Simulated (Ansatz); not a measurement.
# Dielectric response of NaCl (001) films, part 3 of 5

Aim: the electronic and static ε of rocksalt NaCl (001) from films of three thicknesses in a field.

Ansatz 0.2.0; plane-wave DFT, PBE, Ansatz PAW (the session's first sound run).

So far. Step 8 (Field on, atoms free, 6 atoms, field -0.05 V/Å): The dipole is -0.0360 e·Å, and the gap on the mesh 5.011 eV. Step 9 (Response with the atoms relaxed, 6 atoms, units 3): The induced dipole is that of a conductor 8.19 Å thick.

### 10. Relaxation, 10 atoms, units 5

This step: plane-wave DFT, PBE, Ansatz PAW (Ansatz 0.2.0).

System of this step: NaCl (001), 5 units. The cell holds 10 atoms: 5 Na and 5 Cl. Its edges and angles: a = 3.988 Å, b = 3.988 Å, c = 29.280 Å, α = 90.0°, β = 90.0°, γ = 90.0°. It derives from NaCl (rocksalt NaCl). Vacuum lies along c.

The next thickness, treated alike, so that differences show the interior and the faces cancel.

The input, input.yaml:

```yaml
crystal:
  lattice:
    - [3.98808225, 0.0, 0.0]
    - [0.0, 3.98808225, 0.0]
    - [0.0, 0.0, 29.28]
  atoms:
    - { symbol: Na, position: [0.5, 0.5, 0.3073770492] }
    - { symbol: Cl, position: [0.0, 0.0, 0.3073770492] }
    - { symbol: Na, position: [0.0, 0.0, 0.4036885246] }
    - { symbol: Cl, position: [0.5, 0.5, 0.4036885246] }
    - { symbol: Na, position: [0.5, 0.5, 0.5] }
    - { symbol: Cl, position: [0.0, 0.0, 0.5] }
    - { symbol: Na, position: [0.0, 0.0, 0.5963114754] }
    - { symbol: Cl, position: [0.5, 0.5, 0.5963114754] }
    - { symbol: Na, position: [0.5, 0.5, 0.6926229508] }
    - { symbol: Cl, position: [0.0, 0.0, 0.6926229508] }
kpoints:
  mp_grid: { grid: [8, 8, 1] }
hamiltonian:
  xc: pbe
scf:
  occupations: { method: fixed }
  convergence: { dr2_threshold: 1.0e-09 }
efield:
  axis: 3
  dipole_correction: true
  ramp_position: 0.97
  ramp_width: 0.06
relax:
  f_tol: 0.003
  max_steps: 100
output:
  write_potential: true
  write_density: true
  volumetric_format: npy
```

Run with:

```bash
ansatz run input.yaml --threads 4 --pin off --max-ram 8192MiB --backend cpu --events-out ev --progress --plain --runs-dir out
```

Numbers of over 12 decimals in the logs are rounded to 6 here.

Output:

```text
[...]
Crystal: 10 atoms, lattice volume = 465.693 Å³
Basis set: ecut = 420 eV, 9129 PW (Γ), exchange–correlation on 54×54×400 points (8 copies of the dense FFT grid, shifted against one another)
Bands: 50, of which v1, the nominal top of the filled ones, is band 40 counted from 1 (39 counted from 0)
Symmetry: 8 space group operations
k-points: 15 of 64
[...]
- { symbol: Cl, position: [0.5, 0.5, 0.402620] }
    - { symbol: Na, position: [0.5, 0.5, 0.500000] }
    - { symbol: Cl, position: [0, 0, 0.500000] }
    - { symbol: Na, position: [3.091879904115492e-18, 0, 0.598479] }
    - { symbol: Cl, position: [0.5, 0.5, 0.597380] }
    - { symbol: Na, position: [0.5, 0.5, 0.693013] }
    - { symbol: Cl, position: [6.0038681324230005e-18, 0, 0.696832] }
[key lines of the parts left out:]
SCF converged after 6 iterations
Free energy (F): -12847.491718 eV
Fermi energy:    -2.964658 eV
Dipole field:    D = -0.000000 V/Å  (p = -0.000000 e·Å, saw-weighted, corrected)
Work function:   Φ+ = 6.7509 eV   Φ− = 6.7509 eV
```

The job ended after 31 s (4 threads of Arm Neoverse V1, shared host; peak memory 0.87 GiB; 2 min of CPU time).

Relaxation path:

| step | energy less that of the first step (eV) | largest force component (eV/Å) |
| --- | --- | --- |
| 1 | 0.0000 | 0.1925 |
| 2 | -0.0187 | 0.0626 |
| 3 | -0.0226 | 0.0092 |
| 4 | -0.0228 | 0.0016 |
| 5 | -0.0228 | 0.0002 |

The run keeps the 8 symmetry operations that it works with, so distortions that break them were not tested.

The atoms that moved most (Å):

| atom | dx | dy | dz | length |
| --- | --- | --- | --- | --- |
| Cl10 | 0.000 | 0.000 | 0.123 | 0.123 |
| Cl2 | 0.000 | 0.000 | -0.123 | 0.123 |
| Na3 | 0.000 | 0.000 | -0.063 | 0.063 |
| Na7 | 0.000 | 0.000 | 0.063 | 0.063 |
| Cl8 | 0.000 | 0.000 | 0.031 | 0.031 |
| Cl4 | 0.000 | 0.000 | -0.031 | 0.031 |
| Na1 | 0.000 | 0.000 | -0.011 | 0.011 |
| Na9 | 0.000 | 0.000 | 0.011 | 0.011 |

The relaxation took 5 steps and lowered the energy by 0.023 eV; the largest force on the free atoms ends at 1.8e-4 eV/Å.

The gap is 5.03 eV, with the valence edge 6.75 eV and the conduction edge 1.72 eV under the upper vacuum level.

### 11. Single point on the relaxed film, 10 atoms, units 5

The next thickness, treated alike, so that differences show the interior and the faces cancel.

input.yaml, the sections that differ from step 10:

```yaml
crystal:
  lattice:
    - [3.98808225, 0.0, 0.0]
    - [0.0, 3.98808225, 0.0]
    - [0.0, 0.0, 29.28]
  atoms:
    - { symbol: Na, position: [0.5, 0.5, 0.3069872883] }
    - { symbol: Cl, position: [0.0, 0.0, 0.3031680806] }
    - { symbol: Na, position: [0.0, 0.0, 0.4015209805] }
    - { symbol: Cl, position: [0.5, 0.5, 0.4026195593] }
    - { symbol: Na, position: [0.5, 0.5, 0.4999999979] }
    - { symbol: Cl, position: [0.0, 0.0, 0.5000000007] }
    - { symbol: Na, position: [0.0, 0.0, 0.5984790167] }
    - { symbol: Cl, position: [0.5, 0.5, 0.5973804449] }
    - { symbol: Na, position: [0.5, 0.5, 0.6930127096] }
    - { symbol: Cl, position: [0.0, 0.0, 0.6968319215] }
output:
  eigenvalues: true
  write_potential: true
  write_density: true
  volumetric_format: npy
  elf: true
# kpoints, hamiltonian, scf, efield: as in step 10
# relax: removed
```

Output:

```text
[...]
Crystal: 10 atoms, lattice volume = 465.693 Å³
Basis set: ecut = 420 eV, 9129 PW (Γ)
Bands: 50, of which v1, the nominal top of the filled ones, is band 40 counted from 1 (39 counted from 0)
Symmetry: 8 space group operations
k-points: 15 of 64
[...]
k-point 1: bands = [... 36 lower, -3.0886, -3.0153, -3.0026, -2.9734, 2.3673, 2.5543, 3.1833, 3.8765, ... 6 higher]
  k-point 2: bands = [... 36 lower, -3.1024, -3.1001, -3.0173, -2.9972, 3.0698, 3.1242, 3.6231, 4.1816, ... 6 higher]
  k-point 14: bands = [... 36 lower, -3.6237, -3.5613, -3.2012, -3.1936, 4.4311, 4.5847, 4.7214, 5.2503, ... 6 higher]
[key lines of the parts left out:]
SCF converged after 7 iterations
Free energy (F): -12847.491863 eV
Fermi energy:    -2.964576 eV
Dipole field:    D = -0.000001 V/Å  (p = -0.000002 e·Å, saw-weighted, corrected)
Work function:   Φ+ = 6.7509 eV   Φ− = 6.7509 eV
```

Wall time 11 s (4 threads); peak memory 0.94 GiB; 42 s of CPU time.

The gap is 5.03 eV, with the valence edge 6.75 eV and the conduction edge 1.72 eV under the upper vacuum level.

### 12. Single point, 10 atoms, units 5, field 0.1 V/Å

input.yaml, as its differences from that of step 11:

```diff
@@ -22,3 +22,3 @@
   occupations: { method: fixed }
-  convergence: { dr2_threshold: 1.0e-09 }
+  convergence: { dr2_threshold: 1.0e-10 }
 efield:
@@ -28,4 +28,4 @@
   ramp_width: 0.06
+  amplitude: 0.1
 output:
-  eigenvalues: true
   write_potential: true
@@ -33,2 +33 @@
   volumetric_format: npy
-  elf: true
```

Output:

```text
[...]
Crystal: 10 atoms, lattice volume = 465.693 Å³
Basis set: ecut = 420 eV, 9129 PW (Γ)
Bands: 50, of which v1, the nominal top of the filled ones, is band 40 counted from 1 (39 counted from 0)
Symmetry: 8 space group operations
k-points: 15 of 64
[...]
k-point 0: bands = [... 36 lower, -3.0518, -2.9729, -2.7938, -2.7938, 1.9202, 2.4063, 2.9710, 3.4322, ... 6 higher]
  k-point 1: bands = [... 36 lower, -3.0563, -3.0033, -2.8996, -2.7944, 2.1860, 2.6727, 3.1549, 3.6001, ... 6 higher]
  k-point 2: bands = [... 36 lower, -3.1380, -3.0723, -2.9433, -2.7958, 2.7922, 3.3385, 3.6075, 4.0235, ... 6 higher]
  k-point 14: bands = [... 36 lower, -3.5346, -3.5346, -3.4225, -2.9688, 4.2723, 4.6981, 4.7178, 5.2266, ... 6 higher]
[key lines of the parts left out:]
SCF converged after 10 iterations
Free energy (F): -12847.495750 eV
Fermi energy:    -2.793828 eV
Dipole field:    D = 0.030209 V/Å  (p = 0.077745 e·Å, saw-weighted, corrected)
```

Wall time 12 s (4 threads); peak memory 0.92 GiB; 48 s of CPU time.

The dipole is 0.0777 e·Å, and the gap on the mesh 4.714 eV.

### 13. Single point, 10 atoms, units 5, field -0.1 V/Å

input.yaml, as its differences from that of step 12:

```diff
@@ -28,3 +28,3 @@
   ramp_width: 0.06
-  amplitude: 0.1
+  amplitude: -0.1
 output:
```

Output:

```text
[...]
Crystal: 10 atoms, lattice volume = 465.693 Å³
Basis set: ecut = 420 eV, 9129 PW (Γ)
Bands: 50, of which v1, the nominal top of the filled ones, is band 40 counted from 1 (39 counted from 0)
Symmetry: 8 space group operations
k-points: 15 of 64
[...]
k-point 0: bands = [... 36 lower, -3.0518, -2.9729, -2.7938, -2.7938, 1.9202, 2.4063, 2.9710, 3.4322, ... 6 higher]
  k-point 1: bands = [... 36 lower, -3.0563, -3.0033, -2.8996, -2.7944, 2.1860, 2.6727, 3.1549, 3.6001, ... 6 higher]
  k-point 2: bands = [... 36 lower, -3.1380, -3.0723, -2.9433, -2.7958, 2.7922, 3.3385, 3.6075, 4.0235, ... 6 higher]
  k-point 14: bands = [... 36 lower, -3.5346, -3.5346, -3.4225, -2.9688, 4.2723, 4.6981, 4.7178, 5.2266, ... 6 higher]
[key lines of the parts left out:]
SCF converged after 10 iterations
Free energy (F): -12847.495750 eV
Fermi energy:    -2.793834 eV
Dipole field:    D = -0.030208 V/Å  (p = -0.077744 e·Å, saw-weighted, corrected)
```

Elapsed: 12 s, on 4 threads; peak memory 0.92 GiB.

The dipole is -0.0777 e·Å, and the gap on the mesh 4.714 eV.

### 14. Response with the atoms held, 10 atoms, units 5

This step: plane-wave DFT, PBE, Ansatz PAW; response to a field along the normal, atoms held (Ansatz 0.2.0).

Local field over the applied field, running mean. From the potentials at -0.1 and 0.1 V/Å; running mean over 2.82 Å, taken twice. Local field over applied field against z:

| z (Å) | local field over applied field |
| --- | --- |
| 4 | 0.998 |
| 5 | 0.984 |
| 6 | 0.918 |
| 7 | 0.763 |
| 8 | 0.570 |
| 9 | 0.436 |
| 10 | 0.395 |
| 11 | 0.397 |
| 12 | 0.401 |
| 13 | 0.401 |
| 14 | 0.400 |
| 15 | 0.400 |
| 16 | 0.401 |
| 17 | 0.401 |
| 18 | 0.398 |
| 19 | 0.394 |
| 20 | 0.416 |
| 21 | 0.523 |
| 22 | 0.708 |
| 23 | 0.883 |
| 24 | 0.974 |
| 25 | 0.996 |

The induced dipole is that of a conductor 8.85 Å thick.

### 15. Relaxing in the field, 10 atoms, units 5, field 0.05 V/Å

This step: plane-wave DFT, PBE, Ansatz PAW (Ansatz 0.2.0).

The same pair of relaxations in the field for this thickness.

input.yaml, as its differences from that of step 13:

```diff
@@ -28,3 +28,6 @@
   ramp_width: 0.06
-  amplitude: -0.1
+  amplitude: 0.05
+relax:
+  f_tol: 0.0006
+  max_steps: 70
 output:
```

Output:

```text
[...]
Crystal: 10 atoms, lattice volume = 465.693 Å³
Basis set: ecut = 420 eV, 9129 PW (Γ), exchange–correlation on 54×54×400 points (8 copies of the dense FFT grid, shifted against one another)
Bands: 50, of which v1, the nominal top of the filled ones, is band 40 counted from 1 (39 counted from 0)
Symmetry: 8 space group operations
k-points: 15 of 64
[...]
- { symbol: Na, position: [1.6502919254864113e-19, 0.0, 0.401637] }
    - { symbol: Cl, position: [0.5, 0.5, 0.402526] }
    - { symbol: Na, position: [0.5, 0.5, 0.500147] }
    - { symbol: Cl, position: [-1.8853575438677667e-19, 0.0, 0.499868] }
    - { symbol: Na, position: [1.7915375251371977e-19, 0.0, 0.598605] }
    - { symbol: Cl, position: [0.5, 0.5, 0.597298] }
    - { symbol: Na, position: [0.5, 0.5, 0.693197] }
    - { symbol: Cl, position: [-2.777102696384647e-19, 0.0, 0.696637] }
[key lines of the parts left out:]
SCF converged after 5 iterations
Free energy (F): -12847.493152 eV
Fermi energy:    -2.953214 eV
Dipole field:    D = 0.022275 V/Å  (p = 0.057327 e·Å, saw-weighted, corrected)
```

Wall time 27 s (4 threads); peak memory 0.86 GiB.

The steps of the relaxation:

| step | energy less that of the first step (eV) | largest force component (eV/Å) |
| --- | --- | --- |
| 1 | 0.0000 | 0.0221 |
| 2 | -0.0004 | 0.0048 |
| 3 | -0.0005 | 0.0014 |
| 4 | -0.0005 | 0.0002 |

The run keeps the 8 symmetry operations that it works with, so distortions that break them were not tested.

Final coordinates:

```xyz
10
Lattice="3.9881 0.0000 0.0000 0.0000 3.9881 0.0000 0.0000 0.0000 29.2800" Properties=species:S:1:pos:R:3
Na    1.9940    1.9940    8.9932
Cl    0.0000    0.0000    8.8701
Na    0.0000    0.0000   11.7599
Cl    1.9940    1.9940   11.7860
Na    1.9940    1.9940   14.6443
Cl    0.0000    0.0000   14.6361
Na    0.0000    0.0000   17.5271
Cl    1.9940    1.9940   17.4889
Na    1.9940    1.9940   20.2968
Cl    0.0000    0.0000   20.3975
```

The relaxation took 4 steps and lowered the energy by 4.6e-4 eV; the largest force on the free atoms ends at 2.0e-4 eV/Å.

The dipole is 0.0573 e·Å, and the gap on the mesh 5.011 eV.

### 16. Field on, atoms free, 10 atoms, units 5, field -0.05 V/Å

The opposite sign, again from the field-free geometry; the difference of the two cancels what relaxes without a field.

input.yaml, as its differences from that of step 15:

```diff
@@ -28,3 +28,3 @@
   ramp_width: 0.06
-  amplitude: 0.05
+  amplitude: -0.05
 relax:
```

Output:

```text
[...]
Crystal: 10 atoms, lattice volume = 465.693 Å³
Basis set: ecut = 420 eV, 9129 PW (Γ), exchange–correlation on 54×54×400 points (8 copies of the dense FFT grid, shifted against one another)
Bands: 50, of which v1, the nominal top of the filled ones, is band 40 counted from 1 (39 counted from 0)
Symmetry: 8 space group operations
k-points: 15 of 64
[...]
- { symbol: Na, position: [-1.7914884505210873e-19, 0.0, 0.401395] }
    - { symbol: Cl, position: [0.5, 0.5, 0.402702] }
    - { symbol: Na, position: [0.5, 0.5, 0.499853] }
    - { symbol: Cl, position: [1.8853304048326828e-19, 0.0, 0.500132] }
    - { symbol: Na, position: [-1.6502483466459186e-19, 0.0, 0.598363] }
    - { symbol: Cl, position: [0.5, 0.5, 0.597474] }
    - { symbol: Na, position: [0.5, 0.5, 0.692856] }
    - { symbol: Cl, position: [3.227673254911933e-19, 0.0, 0.697058] }
[key lines of the parts left out:]
SCF converged after 5 iterations
Free energy (F): -12847.493152 eV
Fermi energy:    -2.953214 eV
Dipole field:    D = -0.022275 V/Å  (p = -0.057327 e·Å, saw-weighted, corrected)
```

Wall time 27 s (4 threads); peak memory 0.87 GiB; 1.8 min of CPU time.

The steps of the relaxation:

| step | energy less that of the first step (eV) | largest force component (eV/Å) |
| --- | --- | --- |
| 1 | 0.0000 | 0.0221 |
| 2 | -0.0004 | 0.0048 |
| 3 | -0.0005 | 0.0014 |
| 4 | -0.0005 | 0.0002 |

The run keeps the 8 symmetry operations that it works with, so distortions that break them were not tested.

The relaxation took 4 steps and lowered the energy by 4.6e-4 eV; the largest force on the free atoms ends at 2.0e-4 eV/Å.

The dipole is -0.0573 e·Å, and the gap on the mesh 5.011 eV.

### 17. Response with the atoms relaxed, 10 atoms, units 5

This step: plane-wave DFT, PBE, Ansatz PAW; response to a field along the normal, atoms relaxed (Ansatz 0.2.0).

Local field over the applied field, running mean. From the potentials at -0.05 and 0.05 V/Å; running mean over 2.82 Å, taken twice. Local field over applied field against z:

| z (Å) | local field over applied field |
| --- | --- |
| 4 | 0.998 |
| 5 | 0.972 |
| 6 | 0.827 |
| 7 | 0.633 |
| 8 | 0.360 |
| 9 | 0.207 |
| 10 | 0.0808 |
| 11 | 0.0935 |
| 12 | 0.116 |
| 13 | 0.155 |
| 14 | 0.153 |
| 15 | 0.158 |
| 16 | 0.151 |
| 17 | 0.138 |
| 18 | 0.0768 |
| 19 | 0.0866 |
| 20 | 0.152 |
| 21 | 0.332 |
| 22 | 0.552 |
| 23 | 0.786 |
| 24 | 0.941 |
| 25 | 0.996 |

The induced dipole is that of a conductor 13.04 Å thick.

### 18. Relaxation, 16 atoms, units 8

This step: plane-wave DFT, PBE, Ansatz PAW (Ansatz 0.2.0).

System of this step: NaCl (001), 8 units. The cell holds 16 atoms: 8 Na and 8 Cl. Cell: a = 3.988 Å, b = 3.988 Å, c = 37.740 Å, α = 90.0°, β = 90.0°, γ = 90.0°. It derives from NaCl (rocksalt NaCl). Vacuum lies along c.

The next thickness, treated alike, so that differences show the interior and the faces cancel.

The input, input.yaml:

```yaml
crystal:
  lattice:
    - [3.98808225, 0.0, 0.0]
    - [0.0, 3.98808225, 0.0]
    - [0.0, 0.0, 37.74]
  atoms:
    - { symbol: Na, position: [0.5, 0.5, 0.2384737679] }
    - { symbol: Cl, position: [0.0, 0.0, 0.2384737679] }
    - { symbol: Na, position: [0.0, 0.0, 0.3131955485] }
    - { symbol: Cl, position: [0.5, 0.5, 0.3131955485] }
    - { symbol: Na, position: [0.5, 0.5, 0.3879173291] }
    - { symbol: Cl, position: [0.0, 0.0, 0.3879173291] }
    - { symbol: Na, position: [0.0, 0.0, 0.4626391097] }
    - { symbol: Cl, position: [0.5, 0.5, 0.4626391097] }
    - { symbol: Na, position: [0.5, 0.5, 0.5373608903] }
    - { symbol: Cl, position: [0.0, 0.0, 0.5373608903] }
    - { symbol: Na, position: [0.0, 0.0, 0.6120826709] }
    - { symbol: Cl, position: [0.5, 0.5, 0.6120826709] }
    - { symbol: Na, position: [0.5, 0.5, 0.6868044515] }
    - { symbol: Cl, position: [0.0, 0.0, 0.6868044515] }
    - { symbol: Na, position: [0.0, 0.0, 0.7615262321] }
    - { symbol: Cl, position: [0.5, 0.5, 0.7615262321] }
kpoints:
  mp_grid: { grid: [8, 8, 1] }
hamiltonian:
  xc: pbe
scf:
  occupations: { method: fixed }
  convergence: { dr2_threshold: 1.0e-09 }
efield:
  axis: 3
  dipole_correction: true
  ramp_position: 0.97
  ramp_width: 0.06
relax:
  f_tol: 0.003
  max_steps: 100
output:
  write_potential: true
  write_density: true
  volumetric_format: npy
```

Output:

```text
[...]
Crystal: 16 atoms, lattice volume = 600.247 Å³
Basis set: ecut = 420 eV, 11759 PW (Γ), exchange–correlation on 54×54×512 points (8 copies of the dense FFT grid, shifted against one another)
Bands: 80, of which v1, the nominal top of the filled ones, is band 64 counted from 1 (63 counted from 0)
Symmetry: 8 space group operations
k-points: 15 of 64
[...]
- { symbol: Na, position: [0.5, 0.5, 0.537983] }
    - { symbol: Cl, position: [0, 0.0, 0.537894] }
    - { symbol: Na, position: [0, 0.0, 0.613605] }
    - { symbol: Cl, position: [0.5, 0.5, 0.613863] }
    - { symbol: Na, position: [0.5, 0.5, 0.690221] }
    - { symbol: Cl, position: [0, 0.0, 0.689301] }
    - { symbol: Na, position: [0, 0.0, 0.763502] }
    - { symbol: Cl, position: [0.5, 0.5, 0.766492] }
[key lines of the parts left out:]
SCF converged after 7 iterations
Free energy (F): -20556.152285 eV
Fermi energy:    -2.051928 eV
Dipole field:    D = 0.000000 V/Å  (p = 0.000000 e·Å, saw-weighted, corrected)
Work function:   Φ+ = 6.7494 eV   Φ− = 6.7494 eV
```

Run time: 78 s. Hardware: 4 threads; peak memory 1.4 GiB.

Relaxation path:

| step | energy less that of the first step (eV) | largest force component (eV/Å) |
| --- | --- | --- |
| 1 | 0.0000 | 0.1925 |
| 2 | -0.0199 | 0.0777 |
| 3 | -0.0268 | 0.0165 |
| 4 | -0.0274 | 0.0024 |
| 5 | -0.0275 | 0.0010 |

Forces are held to the 8 operations that the run works with; a distortion that breaks them can't arise in this run.

The atoms that moved most (Å):

| atom | dx | dy | dz | length |
| --- | --- | --- | --- | --- |
| Cl16 | 0.000 | 0.000 | 0.187 | 0.187 |
| Cl2 | 0.000 | 0.000 | -0.187 | 0.187 |
| Na13 | 0.000 | 0.000 | 0.129 | 0.129 |
| Na3 | 0.000 | 0.000 | -0.129 | 0.129 |
| Cl4 | 0.000 | 0.000 | -0.094 | 0.094 |
| Cl14 | 0.000 | 0.000 | 0.094 | 0.094 |
| Na15 | 0.000 | 0.000 | 0.075 | 0.075 |
| Na1 | 0.000 | 0.000 | -0.075 | 0.075 |

Running mean over 2.82 Å of the planar mean; the ramp of the sawtooth is left out. The electron's electrostatic potential energy less the highest filled level by z:

z (Å), electron's electrostatic potential energy less the highest filled level (eV) and a bar from the least value:
```
        4       6.75 ##############################
        5       6.75 ##############################
        6       6.70 ##############################
        7       5.68 ########################
        8       1.75 ####
        9       1.02 
       10       1.09 #
       11       0.99 
       12       0.98 
       13       1.21 #
       14       1.05 
       15       1.02 
       16       1.18 #
       17       1.01 
       18       1.03 
       19       1.19 #
       20       1.01 
       21       1.04 
       22       1.16 #
       23       1.01 
       24       1.09 #
       25       1.13 #
       26       0.97 
       27       1.04 
       28       1.07 #
       29       1.07 #
       30       2.58 ########
       31       6.26 ###########################
       32       6.73 ##############################
       33       6.75 ##############################
       34       6.75 ##############################
```

The relaxation took 5 steps and lowered the energy by 0.028 eV; the largest force on the free atoms ends at 9.6e-4 eV/Å.

The gap is 5.04 eV, with the valence edge 6.75 eV and the conduction edge 1.71 eV under the upper vacuum level.

[end of part 3 of 5]

[Logs are printed without paths, hosts, clocks, repeated set-up lines and the standing remarks that a program may print on its own settings, such as how far it seeks lower states.]

[Hosts, paths, dates, database ids (printed as entryN), source tags and the programs' standing remarks are cut or masked in the printed files.]

[Maps of the electrostatic potential energy from Ansatz leave out the sawtooth potential of an applied field or a dipole correction, so their vacuum need not be flat; planar profiles and work functions include it.]
